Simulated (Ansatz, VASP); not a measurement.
## Fe in VASP and in Ansatz

INCAR

```
SYSTEM = Fe
  ALGO = Normal
  EDIFF = 1E-6
  ENCUT = 520
  GGA = PE
  ISIF = 2
  ISMEAR = -1
  ISPIN = 2
  LASPH = .TRUE.
  LCHARG = .TRUE.
  LELF = .TRUE.
  LMAXMIX = 4
  LORBIT = 11
  LREAL = .FALSE.
  LVHAR = .TRUE.
  LWAVE = .FALSE.
  MAGMOM = 2.208
  NBANDS = 14
  NELM = 150
  PREC = Accurate
  SIGMA = 0.05
```

File KPOINTS:

```
k-points
0
G
  4 4 4
  0 0 0
```

File POSCAR:

```
Fe
1.0
   -1.4163059769      1.4163059769      1.4163059769
    1.4163059769     -1.4163059769      1.4163059769
    1.4163059769      1.4163059769     -1.4163059769
Fe
1
Direct
    0.0000000000      0.0000000000      0.0000000000
```

Input for Ansatz:

```yaml
crystal:
  lattice:
    - [-1.4163059769, 1.4163059769, 1.4163059769]
    - [1.4163059769, -1.4163059769, 1.4163059769]
    - [1.4163059769, 1.4163059769, -1.4163059769]
  atoms:
    - { symbol: Fe, position: [0.0, 0.0, 0.0], spin: 2.208 }
hamiltonian:
  xc: pbe
  pseudopotentials:
    kind: paw
    azcp:
      Fe: "pseudopotentials/Fe.paw.azcp"
basis:
  ecutwfc: 420
  fft_grid_basis: typed
kpoints:
  mp_grid: { grid: [4, 4, 4], shift: [0, 0, 0] }
magnetization:
  spin_polarized: true
scf:
  occupations: { method: fermi_dirac, width: 0.05 }
  lower_state_search: "off"
output:
  stress: true
```

Alike in both runs: task single point; functional PBE; k mesh 4 × 4 × 4; occupations fermi-dirac, width 0.05 eV; collinear spin.

|  | VASP | Ansatz |
| --- | --- | --- |
| version | VASP 6.6.1 | Ansatz 0.2.0 |
| potentials or method | VASP PAW PBE potentials, release 64 (Fe) | plane waves (420 eV) with PAW, scalar-relativistic |
| plane-wave cutoff (eV) | 520 | 420 |
| valence electrons in the cell | 8 | 16 |

|  | VASP | Ansatz | Ansatz less VASP |
| --- | --- | --- | --- |
| pressure (GPa) | -3.7 | -4.1 | -0.42 |
| net moment per atom (μB) | 2.00 | 2.00 | 0.000 |
| size of the moment on the site where the two differ most (μB) | 1.99 | 2.00 | +0.015 |

Site moments also hang on the region over which each program counts them. The functional is the same, so the differences come from potentials, cutoffs and numerics. The two sets of potentials don't hold the same shells in valence.

Caveats: the k mesh is coarse (spacing up to 0.78 Å⁻¹), so the values aren't converged.
